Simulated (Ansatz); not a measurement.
AgBr under changes of volume

One of the cells (23.644 Å³/atom); the others are scaled copies at fixed shape and fractional positions:

```
Ag Br
1.0
     0.00000    2.87015    2.87015
     2.87015    0.00000    2.87015
     2.87015    2.87015    0.00000
Ag Br
1 1
Direct
  0.00000 0.00000 0.00000
  0.50000 0.50000 0.50000
```

* Program: Ansatz 0.2.0
* Functional: PBE
* Potentials or basis: Ansatz PAW
* Cutoff: 420 eV (not typed: the program's choice for these potentials)
* k mesh: 8 × 8 × 8
* Occupations: fermi-dirac, width 0.05 eV
* Spin: spin-orbit coupling, no magnetisation

```csv
volume (Å³/atom),energy over the lowest point (meV/atom),pressure (GPa)
22.225,44.18,6.0
22.698,?,?
23.171,16.83,3.4
23.644,8.46,2.3
24.116,3.08,1.4
24.589,0.36,0.5
25.062,0.00,-0.2
```

Question: What does the run at 22.698 Å³/atom give?

Answer: Energy over the lowest point 28.59 meV/atom; pressure 4.6 GPa.

Worked out: A Birch-Murnaghan fit of order 3 (a polynomial in V^(-2/3)) to the other rows has its minimum at 24.90 Å³/atom with B0 = V·E''(V) = 39 GPa and B' = 5.3. It gives 28.60 meV/atom at 22.698 Å³/atom, against the run's 28.59, and -dE/dV = 4.6 GPa, against 4.6.

Energies are extrapolated to zero smearing.
